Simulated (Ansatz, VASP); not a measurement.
Given: the input of a run of Ansatz 0.2.0 on Tl.

input.yaml

```yaml
crystal:
  lattice:
    - [3.456, 0.0, 0.0]
    - [-1.728, 2.9929837955, 0.0]
    - [0.0, 0.0, 5.525]
  atoms:
    - { symbol: Tl, position: [0.667496, 0.319638, 0.741252] }
    - { symbol: Tl, position: [0.329032, 0.662754, 0.242871] }
hamiltonian:
  xc: pbe
  pseudopotentials: { kind: paw }
kpoints:
  mp_grid: { grid: [9, 9, 5] }
scf:
  occupations: { method: fermi_dirac, width: 0.05 }
output:
  forces: true
  stress: true
  eigenvalues: true
```

Potentials or basis: Ansatz PAW.

Run with:

```bash
$ ansatz run input.yaml --threads 1 --pin off --max-ram 3584MiB --backend cpu --events-out ev --progress --plain --runs-dir out
```

Problem. Translate it to VASP 6.6.1. Potentials there: VASP PAW PBE potentials, release 64 (Tl_d).

Solution. As run (the cutoff follows the program's own potentials):

Contents of INCAR:

```
  PREC = Accurate
  ENCUT = 520
  EDIFF = 1E-7
  ISMEAR = -1
  SIGMA = 0.05
  LREAL = F
  LASPH = T
  NELM = 80
  ALGO = Normal
  ISIF = 2
  LWAVE = F
  LCHARG = F
  GGA = PE
  NBANDS = 20
```

File KPOINTS:

```
Automatic mesh
0
Gamma
  9 9 5
```

The input POSCAR:

```
Tl
1.0
    3.4560000000      0.0000000000      0.0000000000
   -1.7280000000      2.9929837955      0.0000000000
    0.0000000000      0.0000000000      5.5250000000
Tl
2
Direct
    0.6674960000      0.3196380000      0.7412520000
    0.3290320000      0.6627540000      0.2428710000
```

Potentials or basis: VASP PAW PBE potentials, release 64 (Tl_d).

Run with:

```bash
$ cat potpaw_PBE.64/Tl_d/POTCAR > POTCAR
$ mpirun -np 1 vasp_std > vasp.out
```

Both were run:

|  | VASP | Ansatz | Ansatz less VASP |
| --- | --- | --- | --- |
| gap on the k mesh at the Fermi level (eV) | none | none | - |
| pressure (GPa) | 3.4 | 3.4 | +0.06 |
| largest component of the traceless stress (GPa) | 0.92 | 0.92 | +0.006 |
| rms of the force components (eV/Å) | 0.018 | 0.018 | 0.0000 |

Atom by atom the forces differ by 0.000 eV/Å (rms over components). A gap of «none» marks a metal or a gap that the smearing closes.

The runs have no spin-orbit coupling, so splittings on Tl are missing.
